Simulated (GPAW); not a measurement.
Crystal: Al2Pt.

```
Pt Al
1.0
     0.00000    2.95500    2.95500
     2.95500    0.00000    2.95500
     2.95500    2.95500    0.00000
Pt Al
1 2
Cartesian
  0.0000 0.0000 0.0000
  4.4325 4.4325 4.4325
  1.4775 1.4775 1.4775
```

Program: GPAW 26.7.0. Alike in all runs: no spin polarisation; cell as given; smearing fermi-dirac 0.05 eV.

Problem. Order these runs on this cell by their pressure, lowest first.
A. level LDA; potentials or basis the program's PAW data sets (release 1.2.1) made for this functional, pw; k mesh 6 × 6 × 6; cutoff (eV) 500; maxiter 120; convergence default
B. level PBEsol; potentials or basis PAW data sets generated in the run's folder for this functional, pw; k mesh 8 × 8 × 8; cutoff (eV) 600; maxiter 150; band path GXWKGLUWLK,UX; band points 60
C. level PBE; potentials or basis GPAW PAW data sets (gpaw-data 1.2.1), pw; k mesh 6 × 6 × 6; cutoff (eV) 450; maxiter 120; convergence default

Solution. A (-3.7 GPa), B (-0.5 GPa), C (2.6 GPa).

Caveats: the cutoff is short for stress and forces, so pressures can be off by a GPa or more (some runs).

Not every run made on this cell is shown here.
